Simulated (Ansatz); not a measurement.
# Ru: the cost of one run

Method: DFT PBEsol, scalar-relativistic, plane waves, PAW, in Ansatz 0.2.0.

### Step 1. The structure to begin with

Symmetry: P-6m2, No. 187, hexagonal system. Conventional cell: a = 2.706 Å, b = 2.706 Å, c = 38.810 Å, α = 90.00°, β = 90.00°, γ = 120.00°. Around Ru (site symmetry 3m) lie 9 Ru at 2.65 to 2.71 Å. Around Ru (site symmetry 3m) lie 12 Ru at 2.65 to 2.71 Å. Around Ru (site symmetry -6m2) lie 12 Ru at 2.65 to 2.71 Å.

As a file:

```cif
data_structure
_symmetry_space_group_name_H-M 'P-6m2'
_symmetry_Int_Tables_number 187
_cell_length_a 2.7060
_cell_length_b 2.7060
_cell_length_c 38.8100
_cell_angle_alpha 90.000
_cell_angle_beta 90.000
_cell_angle_gamma 120.000
_cell_volume 246.11
loop_
_atom_site_label
_atom_site_type_symbol
_atom_site_symmetry_multiplicity
_atom_site_Wyckoff_symbol
_atom_site_fract_x
_atom_site_fract_y
_atom_site_fract_z
_atom_site_occupancy
Ru1 Ru 2 g 0.00000 0.00000 0.22417 1
Ru2 Ru 2 i 0.66667 0.33333 0.27934 1
Ru3 Ru 2 g 0.00000 0.00000 0.33450 1
Ru4 Ru 2 i 0.66667 0.33333 0.38967 1
Ru5 Ru 2 g 0.00000 0.00000 0.44483 1
Ru6 Ru 1 f 0.66667 0.33333 0.50000 1
```

### Step 2. Relaxing the atoms: Ru11 slab, no spin

input.yaml reads:

```yaml
crystal:
  lattice:
    - [2.706, 0.0, 0.0]
    - [1.353, 2.3434647426, 0.0]
    - [0.0, 0.0, 38.81]
  atoms:
    - { symbol: Ru, position: [0.0, 0.0, 0.2241690286] }
    - { symbol: Ru, position: [0.3333333333, 0.3333333333, 0.2793352229] }
    - { symbol: Ru, position: [0.0, 0.0, 0.3345014172] }
    - { symbol: Ru, position: [0.3333333333, 0.3333333333, 0.3896676114] }
    - { symbol: Ru, position: [0.0, 0.0, 0.4448338057] }
    - { symbol: Ru, position: [0.3333333333, 0.3333333333, 0.5] }
    - { symbol: Ru, position: [0.0, 0.0, 0.5551661943] }
    - { symbol: Ru, position: [0.3333333333, 0.3333333333, 0.6103323886] }
    - { symbol: Ru, position: [0.0, 0.0, 0.6654985828] }
    - { symbol: Ru, position: [0.3333333333, 0.3333333333, 0.7206647771] }
    - { symbol: Ru, position: [0.0, 0.0, 0.7758309714] }
scf:
  occupations: { method: gaussian, width: 0.1 }
output:
  forces: true
  stress: false
  write_density: true
  write_potential: true
  elf: true
  volumetric_format: npy
hamiltonian:
  xc: pbesol
efield:
  axis: 3
  dipole_correction: true
kpoints:
  mp_grid: { grid: [16, 16, 1] }
relax:
  f_tol: 0.003
```

Run with:

```sh
> ansatz run input.yaml --threads 4 --pin off --max-ram 8192MiB --backend cpu --events-out ev --progress --plain --runs-dir out
```

**Question.** How long does this run take on 4 threads of Intel Xeon Platinum 8488C (Sapphire Rapids), shared host, and how much memory does it need?

About 76 s, with a peak of 1.4 GiB.
